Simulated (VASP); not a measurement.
# Ba (Fm-3m) in VASP: settings compared

Aim: see how the results for Ba move with the level of theory and the settings. Levels: PBE, PBEsol. Tasks: single point.

Program: VASP 6.6.1. These are calculated values, not measurements. Logs are shortened: lines on timing, memory, paths and dates and some standing lists are left out, and cuts for length are marked.

**1. The crystal as given**

Symmetry: Fm-3m, No. 225, cubic system. Conventional cell: a = 6.465 Å, b = 6.465 Å, c = 6.465 Å, α = 90.00°, β = 90.00°, γ = 90.00°.

This isn't the form of Ba at room conditions, which is bcc.

**2. Single point, PBE (functional pbe, volume scaled by 0.96)**

File INCAR:

```
ALGO     = Normal         # electronic algorithm
EDIFF    = 1E-7           # SCF threshold, eV
ENCUT    = 520            # plane-wave cutoff, eV
GGA      = PE             # functional
ISIF     = 2              # what is computed and relaxed
ISMEAR   = -1             # smearing method
LASPH    = T              # aspherical terms in the spheres
LCHARG   = T              # write CHGCAR
LELF     = T              # ELF
LREAL    = F              # projectors in reciprocal space
LVHAR    = T            
LWAVE    = F              # write WAVECAR
NBANDS   = 11             # bands
NELM     = 60             # most SCF steps
PREC     = Accurate       # precision mode
SIGMA    = 0.05           # smearing width, eV
```

File KPOINTS:

```
k-points
0
Gamma
  9 9 9
```

File POSCAR:

```
Ba
1.0
    0.0000000000      3.1889749849      3.1889749849
    3.1889749849      0.0000000000      3.1889749849
    3.1889749849      3.1889749849      0.0000000000
Ba
1
Direct
    0.0000000000      0.0000000000      0.0000000000
```

Potentials or basis: VASP PAW PBE potentials, release 64 (Ba_sv).

The run is started by

```
> cat potpaw_PBE.64/Ba_sv/POTCAR > POTCAR
> mpirun -np 1 vasp_std > vasp.out
```

OUTCAR:

```text
EDIFF = 1E-7
   ENCUT = 520
   GGA = PE
   ISIF = 2
   ISMEAR = -1
   LASPH = T
   LREAL = F
   NELM = 60
   PREC = Accurate

 ion  position               nearest neighbor table
   1  0.000  0.000  0.000-

  LATTYP: Found a face centered cubic cell.
 ALAT       =     6.3779499698

  Lattice vectors:

 A1 = (   0.0000000000,   3.1889749849,   3.1889749849)
 A2 = (   3.1889749849,   0.0000000000,   3.1889749849)
 A3 = (   3.1889749849,   3.1889749849,   0.0000000000)

Analysis of symmetry for initial positions (statically):
=====================================================================
 Subroutine PRICEL returns:
 Original cell was already a primitive cell.

 Routine SETGRP: Setting up the symmetry group for a
 face centered cubic supercell.

 Subroutine GETGRP returns: Found 48 space group operations
 (whereof 48 operations were pure point group operations)
 out of a pool of 48 trial point group operations.

The static configuration has the point symmetry O_h .

Analysis of symmetry for dynamics (positions and initial velocities):
=====================================================================
 Subroutine PRICEL returns:
 Original cell was already a primitive cell.

 Routine SETGRP: Setting up the symmetry group for a
 face centered cubic supercell.

 Subroutine GETGRP returns: Found 48 space group operations
 (whereof 48 operations were pure point group operations)
 out of a pool of 48 trial point group operations.

The dynamic configuration has the point symmetry O_h .

 Subroutine INISYM returns: Found 48 space group operations
 (whereof 48 operations are pure point group operations),
 and found     1 'primitive' translations

----------------------------------------------------------------------------------------

                                     Primitive cell

  volume of cell :      64.8610

  direct lattice vectors                    reciprocal lattice vectors
     0.000000000  3.188974985  3.188974985    -0.156790192  0.156790192  0.156790192
     3.188974985  0.000000000  3.188974985     0.156790192 -0.156790192  0.156790192
     3.188974985  3.188974985  0.000000000     0.156790192  0.156790192 -0.156790192

  length of vectors
     4.509891674  4.509891674  4.509891674     0.271568579  0.271568579  0.271568579

  position of ions in fractional coordinates (direct lattice)
     0.000000000  0.000000000  0.000000000

  ion indices of the primitive-cell ions
   primitive index   ion index
                 1           1

----------------------------------------------------------------------------------------

 KPOINTS: k-points

Automatic generation of k-mesh.
 Grid dimensions read from file:
 generate k-points for:    9    9    9

 Generating k-lattice:

  Cartesian coordinates                     Fractional coordinates (reciprocal lattice)
    -0.017421132  0.017421132  0.017421132     0.111111111  0.000000000  0.000000000
     0.017421132 -0.017421132  0.017421132     0.000000000  0.111111111  0.000000000
     0.017421132  0.017421132 -0.017421132     0.000000000  0.000000000  0.111111111

  Length of vectors
     0.030174287  0.030174287  0.030174287

  Shift w.r.t. Gamma in fractional coordinates (k-lattice)
     0.000000000  0.000000000  0.000000000

 Subroutine IBZKPT returns following result:
 ===========================================

 Found     35 irreducible k-points:

 Following reciprocal coordinates:
            Coordinates               Weight
  0.000000  0.000000  0.000000      1.000000
  0.111111  0.000000  0.000000      8.000000
  0.222222  0.000000  0.000000      8.000000
  0.333333  0.000000  0.000000      8.000000
  0.444444  0.000000  0.000000      8.000000
  0.111111  0.111111  0.000000      6.000000
[... 16 lines left out ...]
 -0.333333  0.333333  0.000000     12.000000
  0.444444  0.444444  0.000000      6.000000
 [... further k-points ...]
   k-points           NKPTS =     35   k-points in BZ     NKDIM =     35   number of bands    NBANDS=     11
   number of dos      NEDOS =    301   number of ions     NIONS =      1
   total plane-waves  NPLWV =  46656
   dimension x,y,z NGX =    36 NGY =   36 NGZ =   36
   dimension x,y,z NGXF=    72 NGYF=   72 NGZF=   72
   ions per type =               1
   NGX,Y,Z   is equivalent  to a cutoff of  13.27, 13.27, 13.27 a.u.
   NGXF,Y,Z  is equivalent  to a cutoff of  26.54, 26.54, 26.54 a.u.
 SYSTEM =  unknown system
   PREC   = accura    normal or accurate (medium, high low for compatibility)
   ISTART =      0    job   : 0-new  1-cont  2-samecut
   ICHARG =      2    charge: 1-file 2-atom 10-const
   ISPIN  =      1    spin polarized calculation?
   LNONCOLLINEAR =      F non collinear calculations
   LSORBIT =      F    spin-orbit coupling
   LASPH  =      T    aspherical Exc in radial PAW
   ENCUT  =  520.0 eV  38.22 Ry    6.18 a.u.   8.39  8.39  8.39*2*pi/ulx,y,z
   NELM   =     60;   NELMIN=  2; NELMDL= -5     # of ELM steps
   EDIFF  = 0.1E-06   stopping-criterion for ELM
   LREAL  =      F    real-space projection
   EDIFFG = 0.1E-05   stopping-criterion for IOM
   NSW    =      0    number of steps for IOM
   IBRION =     -1    ionic relax: 0-MD 1-quasi-New 2-CG
   NFREE  =      0    steps in history (QN), initial steepest desc. (CG)
   ISIF   =      2    stress and relaxation
   ISYM   =      2    0-nonsym 1-usesym 2-fastsym
   POTIM  = 0.5000    time-step for ionic-motion
   TEBEG  =    0.0;   TEEND  =   0.0 temperature during run
   PSTRESS=    0.0 pullay stress
   NELECT =      10.0000    total number of electrons
   NUPDOWN=      -1.0000    fix difference up-down
   EMIN   =  10.00;   EMAX   =-10.00  energy-range for DOS
   EFERMI =   0.00;   METHOD = LEGACY
   ISMEAR =    -1;   SIGMA  =   0.05  broadening in eV -4-tet -1-fermi 0-gaus
   EFERMI_NEDOS =   21; number of points for ismear=-14 and -15
   IALGO  =     38    algorithm
   IMIX   =      4    mixing-type and parameters
     AMIX     =   0.40;   BMIX     =  1.00
     AMIX_MAG =   1.60;   BMIX_MAG =  1.00
  volume/ion in A,a.u.               =      64.86       437.70
  Fermi-wavevector in a.u.,A,eV,Ry     =   0.877837  1.658871 10.484612  0.770597
  Thomas-Fermi vector in A             =   1.997840
   LORBIT       =      0    0 simple, 1 ext, 2 COOP (PROOUT), +10 PAW based schemes
   GGA     = PE    functional components
   LHFCALC =     F    Hartree Fock is set to
   AEXX    =    0.0000 exact exchange contribution
   IVDW    =     0    specifies the selected vdW correction
   LEPSILON=     F    determine dielectric tensor
   LRPA    =     F    only Hartree local field effects (RPA)
 non-spin polarized calculation
  energy-cutoff  :      520.00
  volume of cell :       64.86
 maximum number of plane-waves:      1807
 NGX is ok and might be reduce to    36
   NGX = 17   NGY = 17   NGZ = 17

 number of electron      10.0000001 magnetization

 Free energy of the ion-electron system (eV)
  ---------------------------------------------------
  ext. energy  EPLUGINS =         0.00000000
  ---------------------------------------------------
  free energy    TOTEN  =        -1.89690205 eV

  energy without entropy =       -1.88106996  energy(sigma->0) =       -1.88898600

 E-fermi :   1.6303     XC(G=0):  -7.3150

 val. band max:        1.6193140815   @ k =  -0.3333   0.3333   0.0000
 cond. band min:       1.6476018699   @ k =  -0.4444   0.4444   0.1111
 fundamental gap:      0.0282877883
 Fermi energy:         1.6303222929

 k-point     1 :       0.0000    0.0000    0.0000
  band No.  band energies     occupation
      1     -27.3596      2.00000
      2     -12.3298      2.00000
      3     -12.3298      2.00000
      4     -12.3298      2.00000
      5      -1.1863      2.00000
      6       3.3302      0.00000
      7       3.3302      0.00000
      8       3.3302      0.00000
      9       4.8428      0.00000
     10       4.8428      0.00000
     11       7.5176      0.00000

 k-point     2 :       0.1111    0.0000    0.0000
  band No.  band energies     occupation
      1     -27.3555      2.00000
      2     -12.3817      2.00000
      3     -12.3364      2.00000
      4     -12.3364      2.00000
      5      -0.9772      2.00000
      6       3.0837      0.00000
      7       3.4261      0.00000
      8       3.4261      0.00000
      9       4.7194      0.00000
     10       4.7194      0.00000
     11       7.9966      0.00000

 k-point     3 :       0.2222    0.0000    0.0000
  band No.  band energies     occupation
      1     -27.3451      2.00000
      2     -12.5094      2.00000
      3     -12.3529      2.00000
      4     -12.3529      2.00000
      5      -0.4231      2.00000
      6       2.6470      0.00000
      7       3.5208      0.00000
      8       3.5208      0.00000
      9       4.7070      0.00000
     10       4.7070      0.00000
     11       7.8213      0.00000

 k-point     4 :       0.3333    0.0000    0.0000
  band No.  band energies     occupation
      1     -27.3333      2.00000
      2     -12.6485      2.00000
      3     -12.3716      2.00000
      4     -12.3716      2.00000
      5       0.2291      2.00000
      6       2.4171      0.00000
      7       3.3652      0.00000
      8       3.3652      0.00000
      9       5.2268      0.00000
     10       5.2268      0.00000
     11       7.2506      0.00000

 k-point     5 :       0.4444    0.0000    0.0000
  band No.  band energies     occupation
      1     -27.3255      2.00000
      2     -12.7362      2.00000
      3     -12.3836      2.00000
      4     -12.3836      2.00000
      5       0.6006      2.00000
      6       2.5213      0.00000
      7       3.2109      0.00000
      8       3.2109      0.00000
      9       5.8737      0.00000
     10       5.8737      0.00000
     11       7.1615      0.00000
[... 211 lines left out ...]
 k-point    21 :       0.4444    0.3333    0.0000
  band No.  band energies     occupation
      1     -27.3180      2.00000
      2     -12.6757      2.00000
      3     -12.4787      2.00000
      4     -12.4570      2.00000
      5       0.8828      2.00000
      6       1.6620      0.69305
      7       2.9483      0.00000
      8       4.9066      0.00000
      9       5.5699      0.00000
     10       6.0851      0.00000
     11       7.6481      0.00000

 k-point    22 :      -0.4444    0.3333    0.0000
  band No.  band energies     occupation
      1     -27.3145      2.00000
      2     -12.6713      2.00000
      3     -12.5417      2.00000
      4     -12.4512      2.00000
      5       1.2271      1.99937
      6       1.7336      0.22486
      7       2.8446      0.00000
      8       4.6158      0.00000
      9       5.9154      0.00000
     10       5.9839      0.00000
     11       7.1204      0.00000

 k-point    23 :      -0.3333    0.3333    0.0000
  band No.  band energies     occupation
      1     -27.3157      2.00000
      2     -12.6127      2.00000
      3     -12.6094      2.00000
      4     -12.4282      2.00000
      5       1.6193      1.10964
      6       1.7501      0.16714
      7       2.5693      0.00000
      8       4.2434      0.00000
      9       5.3891      0.00000
     10       5.6854      0.00000
     11       8.3269      0.00000

 k-point    24 :       0.4444    0.4444    0.0000
  band No.  band energies     occupation
      1     -27.3143      2.00000
      2     -12.7108      2.00000
      3     -12.4755      2.00000
      4     -12.4755      2.00000
      5       0.8009      2.00000
      6       1.4769      1.91111
      7       3.4022      0.00000
      8       5.9307      0.00000
      9       5.9307      0.00000
     10       5.9632      0.00000
     11       7.5765      0.00000

 [... further k-points ...]
[... 5 lines left out ...]
  --------------------------------------------------------------------------------------
  -------------------------------------------------------------------------------------
  Total       -0.0382917     -0.0382917     -0.0382917     -0.0000000     -0.0000000      0.0000000
  in kB       -0.9458720     -0.9458720     -0.9458720     -0.0000000     -0.0000000      0.0000000
  external PRESSURE =      -0.9458720 kB  Pullay stress =       0.0000000 kB

 VOLUME and BASIS-vectors are now :
 -----------------------------------------------------------------------------
  energy-cutoff  :      520.00
  volume of cell :       64.86
      direct lattice vectors                 reciprocal lattice vectors
     0.000000000  3.188974985  3.188974985    -0.156790192  0.156790192  0.156790192
     3.188974985  0.000000000  3.188974985     0.156790192 -0.156790192  0.156790192
     3.188974985  3.188974985  0.000000000     0.156790192  0.156790192 -0.156790192

 POSITION                                       TOTAL-FORCE (eV/Angst)
 -----------------------------------------------------------------------------------
      0.00000      0.00000      0.00000         0.000000      0.000000      0.000000
 -----------------------------------------------------------------------------------
    total drift:                               -0.000000      0.000000      0.000000

  FREE ENERGIE OF THE ION-ELECTRON SYSTEM (eV)
  ---------------------------------------------------
  free  energy   TOTEN  =        -1.8969020509 eV

  energy  without entropy=       -1.8810699589  energy(sigma->0) =       -1.88898600
```

Wall time 19 s (1 thread of Intel Xeon Platinum 8375C at 2.90GHz (Ice Lake), shared host); peak memory 0.21 GiB.

What came out:

| Property | Result |
| --- | --- |
| Free energy | -1.8969 eV |
| Pressure | -0.1 GPa |
| Band gap on the k mesh | none (metal or under the smearing width) |

(Continued in part 2 of 2.)
